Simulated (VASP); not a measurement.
# Pd (P6_3/mmc) in VASP: further runs

The runs below take Pd through single point, relaxation of cell and atoms, with PBE, r2SCAN.

All numbers are computed with VASP 6.6.1; they aren't measurements. Logs are shortened: lines on timing, memory, paths and dates and some standing lists are left out, and cuts for length are marked.

### Step 1. The crystal as given

The structure is hexagonal, space group P6_3/mmc (No. 194). The conventional cell has a = 2.784 Å, b = 2.784 Å, c = 4.629 Å, α = 90.00°, β = 90.00°, γ = 120.00°. Around Pd (site symmetry -6m2) lie 12 Pd at 2.78 to 2.82 Å.

This isn't the form of Pd at room conditions, which is fcc.

### Step 2. Single point, PBE

Contents of INCAR:

```
SYSTEM = Pd
PREC = Accurate ; ENCUT = 600
EDIFF = 1E-6 ; ISMEAR = -1
SIGMA = 0.2 ; LREAL = .FALSE.
LASPH = .TRUE. ; NELM = 100
ALGO = Normal ; ISIF = 2
LWAVE = .FALSE. ; LCHARG = .FALSE.
GGA = PE ; ADDGRID = .FALSE.
```

Contents of KPOINTS:

```
Automatic mesh
0
G
  20 20 11
  0 0 0
```

Contents of POSCAR:

```
Pd
1.0
    2.7836650458      0.0000000000      0.0000000000
   -1.3918325229      2.4107246453      0.0000000000
    0.0000000000      0.0000000000      4.6288930000
Pd
2
Direct
    0.3690330000      0.6707680000      0.2457130000
    0.7034100000      0.3270270000      0.7475630000
```

Potentials or basis: VASP PAW PBE potentials, release 64 (Pd).

Run with:

```bash
$ cat potpaw_PBE.64/Pd/POTCAR > POTCAR
$ mpirun -np 1 vasp_std > vasp.out
```

OUTCAR:

```text
SYSTEM = Pd
   PREC = Accurate
   ENCUT = 600
   EDIFF = 1E-6
   ISMEAR = -1
   LREAL = .FALSE.
   LASPH = .TRUE.
   NELM = 100
   ISIF = 2
   GGA = PE

 Found   2202 irreducible k-points:

 Following reciprocal coordinates:
            Coordinates               Weight
  0.000000  0.000000  0.000000      1.000000
  0.050000  0.000000  0.000000      2.000000
  0.000000  0.050000  0.000000      2.000000
 -0.050000  0.050000  0.000000      2.000000
  0.100000  0.000000  0.000000      2.000000
  0.000000  0.100000  0.000000      2.000000
   k-points           NKPTS =   2202   k-points in BZ     NKDIM =   2202   number of bands    NBANDS=     14
   number of dos      NEDOS =    301   number of ions     NIONS =      2
   total plane-waves  NPLWV =  23040
   dimension x,y,z NGX =    24 NGY =   24 NGZ =   40
   dimension x,y,z NGXF=    48 NGYF=   48 NGZF=   80
   ions per type =               2
   NGX,Y,Z   is equivalent  to a cutoff of  14.33, 14.33, 14.37 a.u.
   NGXF,Y,Z  is equivalent  to a cutoff of  28.67, 28.67, 28.73 a.u.
 SYSTEM =  Pd
   PREC   = accura    normal or accurate (medium, high low for compatibility)
   ISTART =      0    job   : 0-new  1-cont  2-samecut
   ICHARG =      2    charge: 1-file 2-atom 10-const
   ISPIN  =      1    spin polarized calculation?
   LNONCOLLINEAR =      F non collinear calculations
   LSORBIT =      F    spin-orbit coupling
   LASPH  =      T    aspherical Exc in radial PAW
   ENCUT  =  600.0 eV  44.10 Ry    6.64 a.u.   5.56  5.56  9.25*2*pi/ulx,y,z
   NELM   =    100;   NELMIN=  2; NELMDL= -5     # of ELM steps
   EDIFF  = 0.1E-05   stopping-criterion for ELM
   LREAL  =      F    real-space projection
   EDIFFG = 0.1E-04   stopping-criterion for IOM
   NSW    =      0    number of steps for IOM
   IBRION =     -1    ionic relax: 0-MD 1-quasi-New 2-CG
   NFREE  =      0    steps in history (QN), initial steepest desc. (CG)
   ISIF   =      2    stress and relaxation
   ISYM   =      2    0-nonsym 1-usesym 2-fastsym
   POTIM  = 0.5000    time-step for ionic-motion
   TEBEG  =    0.0;   TEEND  =   0.0 temperature during run
   PSTRESS=    0.0 pullay stress
   NELECT =      20.0000    total number of electrons
   NUPDOWN=      -1.0000    fix difference up-down
   EMIN   =  10.00;   EMAX   =-10.00  energy-range for DOS
   EFERMI =   0.00;   METHOD = LEGACY
   ISMEAR =    -1;   SIGMA  =   0.20  broadening in eV -4-tet -1-fermi 0-gaus
   EFERMI_NEDOS =   21; number of points for ismear=-14 and -15
   IALGO  =     38    algorithm
   IMIX   =      4    mixing-type and parameters
     AMIX     =   0.40;   BMIX     =  1.00
     AMIX_MAG =   1.60;   BMIX_MAG =  1.00
  volume/ion in A,a.u.               =      15.53       104.81
  Fermi-wavevector in a.u.,A,eV,Ry     =   1.413636  2.671385 27.189429  1.998367
  Thomas-Fermi vector in A             =   2.535261
   LORBIT       =      0    0 simple, 1 ext, 2 COOP (PROOUT), +10 PAW based schemes
   GGA     = PE    functional components
   LHFCALC =     F    Hartree Fock is set to
   AEXX    =    0.0000 exact exchange contribution
   IVDW    =     0    specifies the selected vdW correction
   LEPSILON=     F    determine dielectric tensor
   LRPA    =     F    only Hartree local field effects (RPA)
 non-spin polarized calculation
  energy-cutoff  :      600.00
  volume of cell :       31.06
 maximum number of plane-waves:      1065
   NGX = 11   NGY = 11   NGZ = 19

 number of electron      20.0000000 magnetization

 Free energy of the ion-electron system (eV)
  ---------------------------------------------------
  ext. energy  EPLUGINS =         0.00000000
  ---------------------------------------------------
  free energy    TOTEN  =       -10.62559434 eV

  energy without entropy =      -10.21515443  energy(sigma->0) =      -10.42037438

 E-fermi :   9.0441     XC(G=0): -12.8643

 val. band max:        9.0438982717   @ k =  -0.2000   0.3000  -0.4545
 cond. band min:       9.0455123438   @ k =  -0.4500  -0.0500   0.3636
 fundamental gap:      0.0016140720
 Fermi energy:         9.0441059349

 k-point     1 :       0.0000    0.0000    0.0000
  band No.  band energies     occupation
      1       2.1888      2.00000
      2       4.0192      2.00000
      3       6.2202      2.00000
      4       6.4133      2.00000
      5       6.4343      2.00000
      6       6.7380      1.99998
      7       6.7646      1.99998
      8       7.3248      1.99963
      9       7.4258      1.99939
     10       8.6550      1.74994
     11       8.7499      1.62646
     12       9.9135      0.02556
     13      15.5892      0.00000
     14      26.0132      0.00000

 k-point     2 :       0.0500    0.0000    0.0000
  band No.  band energies     occupation
      1       2.2676      2.00000
      2       4.0754      2.00000
      3       6.1721      2.00000
      4       6.4581      2.00000
      5       6.4804      1.99999
      6       6.7235      1.99998
      7       6.8009      1.99997
      8       7.2800      1.99970
      9       7.3833      1.99951
     10       8.3354      1.94379
     11       8.7169      1.67397
     12      10.3752      0.00257
     13      15.5921      0.00000
     14      26.0321      0.00000

 k-point     3 :       0.0000    0.0500    0.0000
  band No.  band energies     occupation
      1       2.2676      2.00000
      2       4.0759      2.00000
      3       6.1691      2.00000
      4       6.4546      2.00000
      5       6.4843      1.99999
      6       6.7384      1.99998
      7       6.7879      1.99997
      8       7.2737      1.99971
      9       7.3896      1.99949
     10       8.3636      1.93555
     11       8.6816      1.71935
     12      10.3826      0.00248
     13      15.5920      0.00000
     14      26.0248      0.00000

 k-point     4 :      -0.0500    0.0500    0.0000
  band No.  band energies     occupation
      1       2.2675      2.00000
      2       4.0748      2.00000
      3       6.1758      2.00000
      4       6.4641      2.00000
      5       6.4736      1.99999
      6       6.7117      1.99998
      7       6.8104      1.99997
      8       7.2928      1.99969
      9       7.3698      1.99954
     10       8.3047      1.95161
     11       8.7584      1.61340
     12      10.3650      0.00270
     13      15.5922      0.00000
     14      26.0415      0.00000

 k-point     5 :       0.1000    0.0000    0.0000
  band No.  band energies     occupation
      1       2.4986      2.00000
      2       4.2331      2.00000
      3       6.0546      2.00000
      4       6.5420      1.99999
      5       6.6282      1.99999
      6       6.6815      1.99999
      7       6.9385      1.99995
      8       7.1008      1.99988
      9       7.2696      1.99972
     10       7.8161      1.99570
     11       8.7509      1.62496
     12      11.2240      0.00004
     13      15.6038      0.00000
     14      25.8754      0.00000

 k-point     6 :       0.0000    0.1000    0.0000
  band No.  band energies     occupation
      1       2.4989      2.00000
      2       4.2351      2.00000
      3       6.0477      2.00000
      4       6.5283      1.99999
      5       6.6346      1.99999
      6       6.7050      1.99998
      7       6.9271      1.99995
      8       7.0871      1.99989
      9       7.2911      1.99969
     10       7.8257      1.99549
     11       8.7219      1.66714
     12      11.2364      0.00003
     13      15.6035      0.00000
     14      25.8464      0.00000

 [... further k-points ...]
[... 5 lines left out ...]
  --------------------------------------------------------------------------------------
  -------------------------------------------------------------------------------------
  Total       -0.1033251     -0.0185678     -0.2886474      0.0286544     -0.0025973      0.0016292
  in kB       -5.3293574     -0.9577013    -14.8880025      1.4779526     -0.1339653      0.0840298
  external PRESSURE =      -7.0583537 kB  Pullay stress =       0.0000000 kB

 VOLUME and BASIS-vectors are now :
 -----------------------------------------------------------------------------
  energy-cutoff  :      600.00
  volume of cell :       31.06
      direct lattice vectors                 reciprocal lattice vectors
     2.783665046  0.000000000  0.000000000     0.359238624  0.207406516  0.000000000
    -1.391832523  2.410724645  0.000000000     0.000000000  0.414813032  0.000000000
     0.000000000  0.000000000  4.628893000     0.000000000  0.000000000  0.216034374

 POSITION                                       TOTAL-FORCE (eV/Angst)
 -----------------------------------------------------------------------------------
      0.09367      1.61704      1.13738         0.020783     -0.033210      0.065717
      1.50289      0.78837      3.46039        -0.020783      0.033210     -0.065717
 -----------------------------------------------------------------------------------
    total drift:                               -0.000002      0.000002      0.000011

  FREE ENERGIE OF THE ION-ELECTRON SYSTEM (eV)
  ---------------------------------------------------
  free  energy   TOTEN  =       -10.6255943360 eV

  energy  without entropy=      -10.2151544307  energy(sigma->0) =      -10.42037438
```

Run time: 7.5 min. Hardware: 1 thread of AMD EPYC 9R45 (Zen 5), shared host; peak memory 1 GiB.

The run converged, but some of its settings lie outside the range that counts as converged, so its numbers aren't taken as properties of the crystal.

Results:

| Item | Value |
| --- | --- |
| Free energy | -10.6256 eV |
| Pressure | -0.7 GPa |
| Largest force | 0.077 eV/Å |
| Band gap on the k mesh | none (metal or under the smearing width) |

### Step 3. Single point, PBE

INCAR, as its differences from that of step 2:

```diff
@@ -1,3 +1,3 @@
 SYSTEM = Pd
-PREC = Accurate ; ENCUT = 600
+PREC = Accurate ; ENCUT = 500
 EDIFF = 1E-6 ; ISMEAR = -1
```

Contents of KPOINTS:

```
Automatic mesh
0
G
  23 23 12
  0 0 0
```

Contents of POSCAR:

```
Pd
1.0
    2.7836650458      0.0000000000      0.0000000000
   -1.3918325229      2.4107246453      0.0000000000
    0.0000000000      0.0000000000      4.6288930000
Pd
2
Direct
    0.3333333333      0.6666666667      0.2500000000
    0.6666666667      0.3333333333      0.7500000000
```

Potentials or basis: VASP PAW PBE potentials, release 64 (Pd).

Run with:

```bash
$ cat potpaw_PBE.64/Pd/POTCAR > POTCAR
$ mpirun -np 1 vasp_std > vasp.out
```

It took 44 s on 1 thread of AMD EPYC 9R45 (Zen 5), shared host; peak memory 0.23 GiB.

These settings aren't checked as converged: the numbers below hold their error.

Results:

```yaml
Free_energy: -10.6260 eV
Pressure: -0.6 GPa
Band_gap_on_the_k_mesh: none (metal or under the smearing width)
```

### Step 4. Single point, PBE

INCAR is that of step 3.

KPOINTS is that of step 3.

Contents of POSCAR:

```
Pd
1.0
    2.7836650458      0.0000000000      0.0000000000
   -1.3918325229      2.4107246453      0.0000000000
    0.0000000000      0.0000000000      4.6288930000
Pd
2
Direct
    0.3690330000      0.6707680000      0.2457130000
    0.7034100000      0.3270270000      0.7475630000
```

Run with:

```bash
$ cat potpaw_PBE.64/Pd/POTCAR > POTCAR
$ mpirun -np 1 vasp_std > vasp.out
```

Wall time 6.5 min (1 thread of AMD EPYC 9R45 (Zen 5), shared host); peak memory 1.1 GiB.

These settings aren't checked as converged: the numbers below hold their error.

What came out:

| Item | Value |
| --- | --- |
| Free energy | -10.6252 eV |
| Pressure | -0.6 GPa |
| Largest force | 0.076 eV/Å |
| Band gap on the k mesh | none (metal or under the smearing width) |

### Step 5. Relaxation of cell and atoms, r2SCAN

Contents of INCAR:

```
PREC = Accurate
ENCUT = 600
EDIFF = 1E-7
ISMEAR = -1
SIGMA = 0.05
LREAL = F
LASPH = T
NELM = 100
ALGO = Normal
ISIF = 3
LWAVE = F
LCHARG = F
METAGGA = R2SCAN
LMIXTAU = T
IBRION = 2
NSW = 40
EDIFFG = -0.005
```

Contents of KPOINTS:

```
Automatic mesh
0
Gamma
  10 10 6
```

Contents of POSCAR:

```
Pd
1.0
    2.7836650458      0.0000000000      0.0000000000
   -1.3918325229      2.4107246453      0.0000000000
    0.0000000000      0.0000000000      4.6288930000
Pd
2
Direct
    0.3333333333      0.6666666667      0.2500000000
    0.6666666667      0.3333333333      0.7500000000
```

Run with:

```bash
$ cat potpaw_PBE.64/Pd/POTCAR > POTCAR
$ mpirun -np 1 vasp_std > vasp.out
```

It took 5.1 min on 1 thread of Intel Xeon 6975P-C (Granite Rapids), shared host; peak memory 0.19 GiB.

The run converged. Its results:

| Quantity | Value |
| --- | --- |
| Free energy | -45.8526 eV |
| Relaxed volume | 15.06 Å³/atom |
| Relaxed cell | a = 2.742 Å, b = 2.742 Å, c = 4.625 Å, α = 90.00°, β = 90.00°, γ = 120.00° |
| Space group after relaxing (to 0.05 Å) | P6_3/mmc (No. 194) |
| Energy gained by relaxing | 8.9 meV/atom |
| Ionic steps | 9 |
| Pressure after relaxing | 0.0 GPa |
| Band gap on the k mesh | none (metal or under the smearing width) |

Step by step:
| step | energy change (eV) | largest force (eV/Å) | pressure (GPa) | volume (Å³) |
| --- | --- | --- | --- | --- |
| 1 | 0.0000 | 0.0000 | -5.21 | 31.06 |
| 2 | 0.0158 | 0.0000 | 8.89 | 28.85 |
| 3 | -0.0169 | 0.0000 | 0.09 | 30.10 |
| 4 | -0.0169 | 0.0000 | 0.21 | 30.08 |
| 5 | -0.0177 | 0.0000 | 0.15 | 30.09 |
| 6 | -0.0179 | 0.0000 | 0.12 | 30.10 |
| 7 | -0.0179 | 0.0000 | 0.12 | 30.10 |
| 8 | -0.0179 | 0.0000 | -0.18 | 30.15 |
| 9 | -0.0179 | 0.0000 | 0.02 | 30.12 |

Final structure:
```yaml
crystal:
  lattice:
    - [2.74213, 0.00000, 0.00000]
    - [-1.37106, 2.37475, 0.00000]
    - [0.00000, 0.00000, 4.62477]
  atoms:
    - { symbol: Pd, position: [0.33333, 0.66667, 0.25000] }
    - { symbol: Pd, position: [0.66667, 0.33333, 0.75000] }
```

Levels at points of the mesh, in eV from the Fermi level:
| k point | band 6 | band 7 | band 8 | band 9 | band 10 | band 11 | band 12 | band 13 | band 14 |
| --- | --- | --- | --- | --- | --- | --- | --- | --- | --- |
| (0.00, 0.00, 0.00) | -2.41 | -2.41 | -1.63 | -1.63 | -0.26 | -0.26 | 1.06 | 7.04 | 18.09 |
| (0.50, 0.00, 0.00) | -2.15 | -1.64 | -0.03 | 0.06 | 0.24 | 2.85 | 4.85 | 10.08 | 10.33 |
| (0.00, 0.00, 0.50) | -2.77 | -2.77 | -2.77 | -0.72 | -0.72 | -0.72 | -0.72 | 14.34 | 14.34 |
| (0.50, 0.00, 0.50) | -1.53 | -0.43 | -0.43 | 0.17 | 0.17 | 2.95 | 2.95 | 8.61 | 8.61 |

Caveat: the PAW data sets were made with another functional, which shifts forces and pressure a little.
